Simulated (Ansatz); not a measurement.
**Residual resistivity of an alloy: Ti(0001) with 2 layers of random Ti-Pt, 2x2**

How strongly does chemical disorder scatter in Ti(0001) with 2 layers of random Ti-Pt, 2x2?

Method: Ansatz plane-wave DFT, PBE, PAW files; ballistic transport by layer matching (Landauer), zero bias; PAW set soft_1, in Ansatz 0.2.0.

## (1) The starting structure

The cell holds 48 atoms: 42 Ti and 6 Pt. Its edges and angles: a = 5.900 Å, b = 5.900 Å, c = 28.116 Å, α = 90.0°, β = 90.0°, γ = 120.0°. It derives from Ti. Regions: lead, 40 atoms (40 Ti); scattering region, 8 atoms (6 Pt and 2 Ti). The structure is stacked along c, and the current runs across the ab planes.

## (2) With 2 alloy layers

In 2 layers a share of 0.75 of the sites is given to Pt at random. The layers about the cell's end stay perfect and serve as the lead. Energies from -0.05 to 0.05 eV in steps of 0.05 eV are too few for the program's thermal sum, so it prints no conductance; for a metal the transmission near the Fermi level serves, at a fraction of the cost.

input.yaml reads:

```yaml
crystal:
  lattice:
    - [5.9, 0.0, 0.0]
    - [-2.95, 5.1095498823, 0.0]
    - [0.0, 0.0, 28.116]
  atoms:
    - { symbol: Ti, position: [0.1666666667, 0.3333333333, 0.0416666667] }
    - { symbol: Ti, position: [0.1666666667, 0.8333333333, 0.0416666667] }
    - { symbol: Ti, position: [0.6666666667, 0.3333333333, 0.0416666667] }
    - { symbol: Ti, position: [0.6666666667, 0.8333333333, 0.0416666667] }
    - { symbol: Ti, position: [0.3333333333, 0.1666666667, 0.125] }
    - { symbol: Ti, position: [0.3333333333, 0.6666666667, 0.125] }
    - { symbol: Ti, position: [0.8333333333, 0.1666666667, 0.125] }
    - { symbol: Ti, position: [0.8333333333, 0.6666666667, 0.125] }
    - { symbol: Ti, position: [0.1666666667, 0.3333333333, 0.2083333333] }
    - { symbol: Ti, position: [0.1666666667, 0.8333333333, 0.2083333333] }
    - { symbol: Ti, position: [0.6666666667, 0.3333333333, 0.2083333333] }
    - { symbol: Ti, position: [0.6666666667, 0.8333333333, 0.2083333333] }
    - { symbol: Ti, position: [0.3333333333, 0.1666666667, 0.2916666667] }
    - { symbol: Ti, position: [0.3333333333, 0.6666666667, 0.2916666667] }
    - { symbol: Ti, position: [0.8333333333, 0.1666666667, 0.2916666667] }
    - { symbol: Ti, position: [0.8333333333, 0.6666666667, 0.2916666667] }
    - { symbol: Ti, position: [0.1666666667, 0.3333333333, 0.375] }
    - { symbol: Ti, position: [0.1666666667, 0.8333333333, 0.375] }
    - { symbol: Ti, position: [0.6666666667, 0.3333333333, 0.375] }
    - { symbol: Ti, position: [0.6666666667, 0.8333333333, 0.375] }
    - { symbol: Pt, position: [0.3333333333, 0.1666666667, 0.4583333333] }
    - { symbol: Ti, position: [0.3333333333, 0.6666666667, 0.4583333333] }
    - { symbol: Pt, position: [0.8333333333, 0.1666666667, 0.4583333333] }
    - { symbol: Pt, position: [0.8333333333, 0.6666666667, 0.4583333333] }
    - { symbol: Ti, position: [0.1666666667, 0.3333333333, 0.5416666667] }
    - { symbol: Pt, position: [0.1666666667, 0.8333333333, 0.5416666667] }
    - { symbol: Pt, position: [0.6666666667, 0.3333333333, 0.5416666667] }
    - { symbol: Pt, position: [0.6666666667, 0.8333333333, 0.5416666667] }
    - { symbol: Ti, position: [0.3333333333, 0.1666666667, 0.625] }
    - { symbol: Ti, position: [0.3333333333, 0.6666666667, 0.625] }
    - { symbol: Ti, position: [0.8333333333, 0.1666666667, 0.625] }
    - { symbol: Ti, position: [0.8333333333, 0.6666666667, 0.625] }
    - { symbol: Ti, position: [0.1666666667, 0.3333333333, 0.7083333333] }
    - { symbol: Ti, position: [0.1666666667, 0.8333333333, 0.7083333333] }
    - { symbol: Ti, position: [0.6666666667, 0.3333333333, 0.7083333333] }
    - { symbol: Ti, position: [0.6666666667, 0.8333333333, 0.7083333333] }
    - { symbol: Ti, position: [0.3333333333, 0.1666666667, 0.7916666667] }
    - { symbol: Ti, position: [0.3333333333, 0.6666666667, 0.7916666667] }
    - { symbol: Ti, position: [0.8333333333, 0.1666666667, 0.7916666667] }
    - { symbol: Ti, position: [0.8333333333, 0.6666666667, 0.7916666667] }
    - { symbol: Ti, position: [0.1666666667, 0.3333333333, 0.875] }
    - { symbol: Ti, position: [0.1666666667, 0.8333333333, 0.875] }
    - { symbol: Ti, position: [0.6666666667, 0.3333333333, 0.875] }
    - { symbol: Ti, position: [0.6666666667, 0.8333333333, 0.875] }
    - { symbol: Ti, position: [0.3333333333, 0.1666666667, 0.9583333333] }
    - { symbol: Ti, position: [0.3333333333, 0.6666666667, 0.9583333333] }
    - { symbol: Ti, position: [0.8333333333, 0.1666666667, 0.9583333333] }
    - { symbol: Ti, position: [0.8333333333, 0.6666666667, 0.9583333333] }
kpoints:
  mp_grid: { grid: [4, 4, 1] }
hamiltonian:
  xc: pbe
  pseudopotentials: { kind: paw, azcp: { folder: soft_1 } }
scf:
  occupations: { method: fermi_dirac, width: 0.1 }
output:
  transmission: { leads: [[0, 8]], kmesh: [8, 8], e_range: [-0.05, 0.05], de: 0.05 }
  write_potential: true
  write_density: true
  volumetric_format: npy
```

Launch:

```bash
$ ansatz run input.yaml --threads 4 --pin off --max-ram 15360MiB --backend cpu --events-out ev --progress --plain --runs-dir out
```

Numbers of over 12 decimals in the logs are rounded to 6 here.

Output:

```text
Engine: ansatz 0.2.0, aarch64-unknown-linux-gnu
Pseudopotentials: kind: paw
Pseudopotential: Ti, paw, valence charge 12, recommended cutoff 420 eV (normal), soft_1/Ti.paw.azcp
Pseudopotential: Pt, paw, valence charge 18, recommended cutoff 420 eV (normal), soft_1/Pt.paw.azcp
Functional definition: PBE
  parameter kappa = 0.804
  parameter beta = 0.066725
  exchange = pbe_x(kappa = kappa, mu = beta*pi^2/3)
  correlation = pbe_c(beta = beta)
Crystal: 48 atoms, lattice volume = 847.595 Å³
Basis set: ecut = 420 eV, 16425 PW (Γ)
Bands: 368, of which v1, the nominal top of the filled ones, is band 306 counted from 1 (305 counted from 0)
Symmetry: 4 space group operations
Space group: C2/m (ITA 12), of the structure as read, at distance tolerance 9.5e-5 Å
k-points: 7 of 16
Non-local potential: Ti, projectors of the file, l = 0: 3, l = 1: 2, l = 2: 3, l = 3: 1
Non-local potential: Pt, projectors of the file, l = 0: 3, l = 1: 2, l = 2: 2, l = 3: 1
PAW form: soft (Blöchl's): semilocal exchange-correlation on the pseudo side does not see the compensation charge
PAW one-centre angular grid: Ti, 590 points (default); XC on 64 Gauss nodes
PAW one-centre angular grid: Pt, 590 points (default); XC on 64 Gauss nodes
Initial density: superposition of atomic densities (chi_scale 0.1, normalization cell, long waves of neutral atoms (reshape's long-wave potential 20.60 eV rms, cloud 2.96 Å wide))
Initial wavefunctions: pseudopotential atomic-orbital guess
Functional: x = pbe(κ = 0.804, μ = 0.219515), c = pbe(β = 0.066725)
SCF iter   1: F=—  HF=-180452.805817 eV  |F-HF|=—  |Δ(HF+E_count)|=         —  Δρ=3.40e-1  dr2=2.02e4  ethr=3.10e-3  ⟨swp⟩=7.3  Hψ=10440  notcnv=0
preconditioner: auto → Kerker (q_TF=auto, 2.584 Å⁻¹)  [metal: Δε(μ)=0.009 eV  Ē_g=2.887 eV  σ=0.100 eV  W_gap=0.02  n_scr=268 (ndim 8)  ℏωp=19.3 eV  f_vac=0.000  D(μ)=74.46/eV (n_scr^D=922)]
SCF iter   2: F=—  HF=-180181.705577 eV  |F-HF|=—  |Δ(HF+E_count)|=    2.71e2  Δρ=1.33e-1  dr2=5.18e2  ethr=3.10e-3  ⟨swp⟩=24.9  Hψ=40422  notcnv=0  defer=21
SCF iter   3: F=—  HF=-180148.164819 eV  |F-HF|=—  |Δ(HF+E_count)|=    3.35e1  Δρ=5.60e-2  dr2=1.20e2  ethr=3.10e-3  ⟨swp⟩=9.3  Hψ=7806  notcnv=0  defer=18
SCF iter   4: F=—  HF=-180143.044270 eV  |F-HF|=—  |Δ(HF+E_count)|=    5.12e0  Δρ=3.00e-2  dr2=4.04e1  ethr=3.10e-3  ⟨swp⟩=10.7  Hψ=7998  notcnv=0  defer=23
SCF iter   5: F=—  HF=-180141.506176 eV  |F-HF|=—  |Δ(HF+E_count)|=    1.54e0  Δρ=1.25e-2  dr2=3.72e0  ethr=3.10e-3  ⟨swp⟩=6.1  Hψ=4579  notcnv=0  defer=11
SCF iter   6: F=—  HF=-180141.258824 eV  |F-HF|=—  |Δ(HF+E_count)|=   2.47e-1  Δρ=5.61e-3  dr2=1.21e0  ethr=6.08e-4  ⟨swp⟩=4.6  Hψ=3434  notcnv=0  defer=6
SCF iter   7: F=—  HF=-180141.209655 eV  |F-HF|=—  |Δ(HF+E_count)|=   4.92e-2  Δρ=1.72e-3  dr2=5.57e-1  ethr=1.98e-4  ⟨swp⟩=3.3  Hψ=3778  notcnv=0  defer=3
SCF iter   8: F=—  HF=-180141.202401 eV  |F-HF|=—  |Δ(HF+E_count)|=   7.25e-3  Δρ=1.72e-3  dr2=2.07e-1  ethr=9.11e-5  ⟨swp⟩=1.9  Hψ=2642  notcnv=0  defer=1
SCF iter   9: F=—  HF=-180141.194533 eV  |F-HF|=—  |Δ(HF+E_count)|=   7.87e-3  Δρ=4.89e-4  dr2=1.64e-2  ethr=3.38e-5  ⟨swp⟩=1.3  Hψ=2729  notcnv=0
SCF iter  10: F=—  HF=-180141.194192 eV  |F-HF|=—  |Δ(HF+E_count)|=   3.41e-4  Δρ=8.19e-5  dr2=1.41e-4  ethr=2.67e-6  ⟨swp⟩=3.6  Hψ=3791  notcnv=0
SCF iter  11: F=—  HF=-180141.194148 eV  |F-HF|=—  |Δ(HF+E_count)|=   4.39e-5  Δρ=2.26e-5  dr2=2.40e-5  ethr=2.31e-8  ⟨swp⟩=5.9  Hψ=4565  notcnv=0
SCF iter  12: F=—  HF=-180141.195183 eV  |F-HF|=—  |Δ(HF+E_count)|=   1.04e-3  Δρ=5.07e-6  dr2=7.86e-7  ethr=3.92e-9  ⟨swp⟩=2.7  Hψ=3137  notcnv=0
SCF iter  13: F=-180141.195183 eV  HF=-180141.195183 eV  |F-HF|=7.77e-8  |Δ(HF+E_count)|=   2.62e-9  Δρ=1.77e-6  dr2=8.40e-8  ethr=1.63e-11  ⟨swp⟩=17.3  Hψ=12017  notcnv=0
SCF 1 converged in 13 iterations: F = -180141.195183 eV  dr2 = 8.40e-8
  greatest PAW one-centre occupation: 1.000 electrons in one spin orbital (limit 2), on the Pt atom at site 27 (counted from 0), in its partial waves of l = 0
transmission: 90 of 819 steps passed
transmission: 171 of 819 steps passed
[...]
transmission: 819 of 819 steps passed
SCF converged after 13 iterations
Free energy (F): -180141.195183 eV
Harris-Foulkes:  -180141.195183 eV  (|F-HF|=7.77e-8)
Internal energy: -180139.282312 eV  (E = F + TS)
E sigma→0 (E₀):  -180140.238747 eV
Entropy (-TS):   -1.912871 eV (-39.851 meV/atom)
Fermi energy:    13.817503 eV
--- Per-component energies (eV) ---
  E_band       = -8193.586123
  E_kinetic    = 15337.349961
  E_local      = -60415.244275  (includes V_loc(G=0)·N_el)
  E_nonlocal   = 3751.854387
  E_hartree    = 25021.551320
  E_xc         = -6258.008975
  E_vxc        = -7717.244673  (∫ρ·V_xc dr)
  E_paw        = -100664.141820  (= ΣΔE_a)
  E_vpaw       = -9193.444610  (= ΣTr[D̂ρ^β])
  E_aug_tail   = 0.003260  (compensation charges beyond the density's cutoff)
  E_ewald      = -56912.646170
  E_smearing   = -1.912871  (= −TS)
  E_closure    = -0.000000  (closes the sum)
  Σ components = -180141.195183   (vs F -180141.195183, Δ=0.00e0)
--- Band table (eV; the first three rows and the last of 7) ---
  k-point 0: bands = [... 302 lower, 14.1632, 14.2327, 14.2722, 14.3784, 14.3870, 14.3967, 14.3978, 14.4287, ... 58 higher]
  k-point 1: bands = [... 302 lower, 13.9399, 13.9735, 14.0201, 14.0260, 14.0862, 14.0984, 14.1209, 14.1371, ... 58 higher]
  k-point 2: bands = [... 302 lower, 13.6056, 13.6257, 13.6851, 13.7039, 13.7453, 13.7545, 13.7790, 13.8115, ... 58 higher]
  k-point 6: bands = [... 302 lower, 13.5787, 13.6086, 13.6216, 13.6324, 13.6703, 13.7356, 13.7543, 13.7852, ... 58 higher]
--- Transmission ---
  basis      : 253 plane waves across, 39 finite elements along
  points     : 21, standing for a mesh of 8 x 8
  energies   : 3 from -0.050000 to 0.050000 eV about the Fermi level, 0.050000 eV apart; the leads are filled to 0.000000 eV, and channels, transmission and decay are at 0.000000 eV
  crystal 0  : Ti8, at the sites [0, 8], period 4.6860 Å, over 23.43 Å; its Hamiltonian steps by up to 46.5 meV: too much for a lead, lay more layers or, if its atoms are ordered, name the step of that order
    offset         : up to 0.0000 Å between an atom of the period and one for which it stands
    channels       : 2.656250e0 a spin
    conductance    : none, the energies end too early or step too widely for 300 K: set another output.transmission.e_range or a lower de, or, where they end at an eighth of basis.ecutwfc, a higher one
  junction   : crystal 0 to crystal 0, 0.70 to 24.13 Å
    transmission   : 8.092638e-1 a spin
    conductance    : none, the energies end too early or step too widely for 300 K: set another output.transmission.e_range or a lower de, or, where they end at an eighth of basis.ecutwfc, a higher one
```

Elapsed: 11 min, on 4 threads of Arm Neoverse N1, shared host; peak memory 6.2 GiB; 38 min of CPU time.

The column dr2 measures how far the density is from self-consistency, as an energy; F and HF (Harris–Foulkes) agree once it is small.

This step gave:

| Item | Value |
| --- | --- |
| free energy | -180141.1952 eV |
| energy at zero smearing | -180140.2387 eV |
| Fermi energy | 13.82 eV |
| cell area | 30.15 Å² |
| transmission per spin nearest the Fermi level | 0.8093 |
| open channels per spin nearest the Fermi level | 2.656 |
| step of the lead's potential | 46.5 meV |

Per spin. Transmission, zone mean against energy, zero at the Fermi level:

```tsv
energy (eV)	transmission, zone mean
-0.0500	0.749
0.0000	0.809
0.0500	0.747
```

Per spin. The open channels, zone mean, lead by energy, zero at the Fermi level:

```tsv
energy (eV)	open channels, zone mean, lead
-0.0500	2.25
0.0000	2.66
0.0500	3.22
```

Transmission over k1 and k2. At 0.0000 eV from the Fermi level.

Ten even steps from '0' (0.18) to '9' (1.37):
```
19799625
02170925
12675775
39170719
15775762
05290712
15269979
35269625
```
Columns: k1 (b1) from -0.5 to 0.375; rows upwards: k2 (b2) from -0.5 to 0.375.

Open channels over k1 and k2. At 0.0000 eV from the Fermi level.

Ten even steps from '0' (2.00) to '9' (6.00):
```
09229000
02000200
02000020
59000009
00200002
00020002
00009229
50005000
```
Columns: k1 (b1) from -0.5 to 0.375; rows upwards: k2 (b2) from -0.5 to 0.375.

Over the solved energies the transmission per spin lies between 0.747 and 0.809, out of 2.71 channels of the lead on average (up to 3.22). The log calls the step of a lead's potential too much.

## (3) With 6 alloy layers

In 6 layers a share of 0.75 of the sites is given to Pt at random. A fresh draw is used; the growth of the resistance with length is what counts.

System of this step: Ti(0001) with 6 layers of random Ti-Pt, 2x2. The cell holds 64 atoms: 46 Ti and 18 Pt. Its edges and angles: a = 5.900 Å, b = 5.900 Å, c = 37.488 Å, α = 90.0°, β = 90.0°, γ = 120.0°. It derives from Ti. Regions: lead, 40 atoms (40 Ti); scattering region, 24 atoms (6 Ti and 18 Pt). The structure is stacked along c, and the current runs across the ab planes.

input.yaml reads:

```yaml
crystal:
  lattice:
    - [5.9, 0.0, 0.0]
    - [-2.95, 5.1095498823, 0.0]
    - [0.0, 0.0, 37.488]
  atoms:
    - { symbol: Ti, position: [0.1666666667, 0.3333333333, 0.03125] }
    - { symbol: Ti, position: [0.1666666667, 0.8333333333, 0.03125] }
    - { symbol: Ti, position: [0.6666666667, 0.3333333333, 0.03125] }
    - { symbol: Ti, position: [0.6666666667, 0.8333333333, 0.03125] }
    - { symbol: Ti, position: [0.3333333333, 0.1666666667, 0.09375] }
    - { symbol: Ti, position: [0.3333333333, 0.6666666667, 0.09375] }
    - { symbol: Ti, position: [0.8333333333, 0.1666666667, 0.09375] }
    - { symbol: Ti, position: [0.8333333333, 0.6666666667, 0.09375] }
    - { symbol: Ti, position: [0.1666666667, 0.3333333333, 0.15625] }
    - { symbol: Ti, position: [0.1666666667, 0.8333333333, 0.15625] }
    - { symbol: Ti, position: [0.6666666667, 0.3333333333, 0.15625] }
    - { symbol: Ti, position: [0.6666666667, 0.8333333333, 0.15625] }
    - { symbol: Ti, position: [0.3333333333, 0.1666666667, 0.21875] }
    - { symbol: Ti, position: [0.3333333333, 0.6666666667, 0.21875] }
    - { symbol: Ti, position: [0.8333333333, 0.1666666667, 0.21875] }
    - { symbol: Ti, position: [0.8333333333, 0.6666666667, 0.21875] }
    - { symbol: Ti, position: [0.1666666667, 0.3333333333, 0.28125] }
    - { symbol: Ti, position: [0.1666666667, 0.8333333333, 0.28125] }
    - { symbol: Ti, position: [0.6666666667, 0.3333333333, 0.28125] }
    - { symbol: Ti, position: [0.6666666667, 0.8333333333, 0.28125] }
    - { symbol: Ti, position: [0.3333333333, 0.1666666667, 0.34375] }
    - { symbol: Pt, position: [0.3333333333, 0.6666666667, 0.34375] }
    - { symbol: Pt, position: [0.8333333333, 0.1666666667, 0.34375] }
    - { symbol: Ti, position: [0.8333333333, 0.6666666667, 0.34375] }
    - { symbol: Pt, position: [0.1666666667, 0.3333333333, 0.40625] }
    - { symbol: Ti, position: [0.1666666667, 0.8333333333, 0.40625] }
    - { symbol: Pt, position: [0.6666666667, 0.3333333333, 0.40625] }
    - { symbol: Pt, position: [0.6666666667, 0.8333333333, 0.40625] }
    - { symbol: Pt, position: [0.3333333333, 0.1666666667, 0.46875] }
    - { symbol: Pt, position: [0.3333333333, 0.6666666667, 0.46875] }
    - { symbol: Ti, position: [0.8333333333, 0.1666666667, 0.46875] }
    - { symbol: Pt, position: [0.8333333333, 0.6666666667, 0.46875] }
    - { symbol: Pt, position: [0.1666666667, 0.3333333333, 0.53125] }
    - { symbol: Pt, position: [0.1666666667, 0.8333333333, 0.53125] }
    - { symbol: Pt, position: [0.6666666667, 0.3333333333, 0.53125] }
    - { symbol: Pt, position: [0.6666666667, 0.8333333333, 0.53125] }
    - { symbol: Pt, position: [0.3333333333, 0.1666666667, 0.59375] }
    - { symbol: Ti, position: [0.3333333333, 0.6666666667, 0.59375] }
    - { symbol: Pt, position: [0.8333333333, 0.1666666667, 0.59375] }
    - { symbol: Ti, position: [0.8333333333, 0.6666666667, 0.59375] }
    - { symbol: Pt, position: [0.1666666667, 0.3333333333, 0.65625] }
    - { symbol: Pt, position: [0.1666666667, 0.8333333333, 0.65625] }
    - { symbol: Pt, position: [0.6666666667, 0.3333333333, 0.65625] }
    - { symbol: Pt, position: [0.6666666667, 0.8333333333, 0.65625] }
    - { symbol: Ti, position: [0.3333333333, 0.1666666667, 0.71875] }
    - { symbol: Ti, position: [0.3333333333, 0.6666666667, 0.71875] }
    - { symbol: Ti, position: [0.8333333333, 0.1666666667, 0.71875] }
    - { symbol: Ti, position: [0.8333333333, 0.6666666667, 0.71875] }
    - { symbol: Ti, position: [0.1666666667, 0.3333333333, 0.78125] }
    - { symbol: Ti, position: [0.1666666667, 0.8333333333, 0.78125] }
    - { symbol: Ti, position: [0.6666666667, 0.3333333333, 0.78125] }
    - { symbol: Ti, position: [0.6666666667, 0.8333333333, 0.78125] }
    - { symbol: Ti, position: [0.3333333333, 0.1666666667, 0.84375] }
    - { symbol: Ti, position: [0.3333333333, 0.6666666667, 0.84375] }
    - { symbol: Ti, position: [0.8333333333, 0.1666666667, 0.84375] }
    - { symbol: Ti, position: [0.8333333333, 0.6666666667, 0.84375] }
    - { symbol: Ti, position: [0.1666666667, 0.3333333333, 0.90625] }
    - { symbol: Ti, position: [0.1666666667, 0.8333333333, 0.90625] }
    - { symbol: Ti, position: [0.6666666667, 0.3333333333, 0.90625] }
    - { symbol: Ti, position: [0.6666666667, 0.8333333333, 0.90625] }
    - { symbol: Ti, position: [0.3333333333, 0.1666666667, 0.96875] }
    - { symbol: Ti, position: [0.3333333333, 0.6666666667, 0.96875] }
    - { symbol: Ti, position: [0.8333333333, 0.1666666667, 0.96875] }
    - { symbol: Ti, position: [0.8333333333, 0.6666666667, 0.96875] }
kpoints:
  mp_grid: { grid: [4, 4, 1] }
hamiltonian:
  xc: pbe
  pseudopotentials: { kind: paw, azcp: { folder: soft_1 } }
scf:
  occupations: { method: fermi_dirac, width: 0.1 }
output:
  transmission: { leads: [[0, 8]], kmesh: [8, 8], e_range: [-0.05, 0.05], de: 0.05 }
  write_potential: true
  write_density: true
  volumetric_format: npy
```

Output:

```text
[...]
Crystal: 64 atoms, lattice volume = 1130.126 Å³
Basis set: ecut = 420 eV, 21905 PW (Γ)
Bands: 526, of which v1, the nominal top of the filled ones, is band 438 counted from 1 (437 counted from 0)
Symmetry: 1 space group operations
[...]
k-points: 10 of 16 (time reversal used)
[...]
SCF iter   1: F=—  HF=-340911.003159 eV  |F-HF|=—  |Δ(HF+E_count)|=         —  Δρ=4.64e-1  dr2=1.31e5  ethr=3.10e-3  ⟨swp⟩=6.7  Hψ=19396  notcnv=0
[...]
SCF iter  13: F=-340443.566304 eV  HF=-340443.566304 eV  |F-HF|=4.87e-8  |Δ(HF+E_count)|=   6.93e-9  Δρ=5.57e-7  dr2=5.08e-8  ethr=1.14e-11  ⟨swp⟩=18.2  Hψ=21805  notcnv=0
SCF 1 converged in 13 iterations: F = -340443.566304 eV  dr2 = 5.08e-8
[...]
transmission: 192 of 1904 steps passed
transmission: 384 of 1904 steps passed
[...]
transmission: 1904 of 1904 steps passed
SCF converged after 13 iterations
Free energy (F): -340443.566304 eV
[...]
Internal energy: -340441.132703 eV  (E = F + TS)
E sigma→0 (E₀):  -340442.349503 eV
Entropy (-TS):   -2.433601 eV (-38.025 meV/atom)
Fermi energy:    14.771633 eV
[...]
--- Band table (eV; the first three rows and the last of 10) ---
  k-point 0: bands = [... 434 lower, 15.1358, 15.1556, 15.1861, 15.2084, 15.2595, 15.2882, 15.3137, 15.3424, ... 84 higher]
  k-point 1: bands = [... 434 lower, 14.8657, 14.8741, 14.9384, 14.9426, 15.0082, 15.0357, 15.0411, 15.0605, ... 84 higher]
  k-point 2: bands = [... 434 lower, 14.5826, 14.6035, 14.6261, 14.6801, 14.6894, 14.7022, 14.7496, 14.7510, ... 84 higher]
  k-point 9: bands = [... 434 lower, 14.5798, 14.6106, 14.6699, 14.6865, 14.6929, 14.7259, 14.7470, 14.7484, ... 84 higher]
--- Transmission ---
  basis      : 253 plane waves across, 56 finite elements along
  points     : 34, standing for a mesh of 8 x 8
[...]
channels       : 2.656250e0 a spin
[...]
junction   : crystal 0 to crystal 0, 0.70 to 33.50 Å
    transmission   : 3.612404e-1 a spin
[...]
```

It took 32 min on 4 threads; peak memory 10 GiB.

Numbers from this step:

```yaml
free_energy: -340443.5663 eV
energy_at_zero_smearing: -340442.3495 eV
fermi_energy: 14.77 eV
transmission_per_spin_nearest_the_fermi_level: 0.3612
step_of_the_lead_s_potential: 46.8 meV
```

Per spin. Table of transmission, zone mean by energy, zero at the Fermi level:

```tsv
energy (eV)	transmission, zone mean
-0.0500	0.357
0.0000	0.361
0.0500	0.397
```

Over the solved energies the transmission per spin lies between 0.357 and 0.397, out of 2.71 channels of the lead on average (up to 3.22). The log calls the step of a lead's potential too much.

(Part 1 of 2 ends here.)

[Logs are printed without paths, hosts, clocks, repeated set-up lines and the standing remarks that a program may print on its own settings, such as how far it seeks lower states.]

[Hosts, paths, dates, database ids (printed as entryN), source tags and the programs' standing remarks are cut or masked in the printed files.]
